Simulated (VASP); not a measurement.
A run of VASP 6.6.1 is set up as follows.

The input INCAR:

```
PREC     = Accurate       # precision mode
ENCUT    = 600            # plane-wave cutoff, eV
EDIFF    = 1E-7           # SCF threshold, eV
ISMEAR   = 0              # smearing method
SIGMA    = 0.03           # smearing width, eV
LREAL    = False          # projectors in reciprocal space
LASPH    = True           # aspherical terms in the spheres
NELM     = 80             # most SCF steps
ALGO     = Normal         # electronic algorithm
ISIF     = 3              # what is computed and relaxed
LWAVE    = False          # write WAVECAR
LCHARG   = False          # write CHGCAR
GGA      = CA             # functional
IBRION   = 2              # ionic algorithm
NSW      = 90             # ionic steps
EDIFFG   = -0.005         # ionic threshold
LATTICE_CONSTRAINTS= .TRUE. .TRUE. .FALSE.
```

The input KPOINTS:

```
Automatic mesh
0
Gamma
  15 15 1
```

Contents of POSCAR:

```
C                                       
1.0
    2.4461895597      0.0000000000      0.0000000000
   -1.2230947799      2.1184623015      0.0000000000
    0.0000000000      0.0000000000     21.9015365000
  C             
     4
Direct
     0.0000000000000000    0.0000000000000000    0.4244550816457793
     0.6666666699999979    0.3333333400000029    0.4244161987338507
     0.0000000000000000    0.0000000000000000    0.5755449183542208
     0.3333333300000021    0.6666666599999971    0.5755838012661493
```

Potentials or basis: VASP PAW LDA potentials, release 64 (C).

Run with:

```sh
$ cat potpaw_LDA.64/C/POTCAR > POTCAR
$ mpirun -np 1 vasp_std > vasp.out
```

Task: What does it give for the band gap on the k mesh?

Result: None (metal or under the smearing width).

Forces on the atoms (eV/Å):
```
C    0.000  0.000 -0.002
C    0.000  0.000  0.002
C    0.000  0.000  0.002
C    0.000  0.000 -0.002
```

Caveat: the relaxation stopped at its first step, so nothing moved.
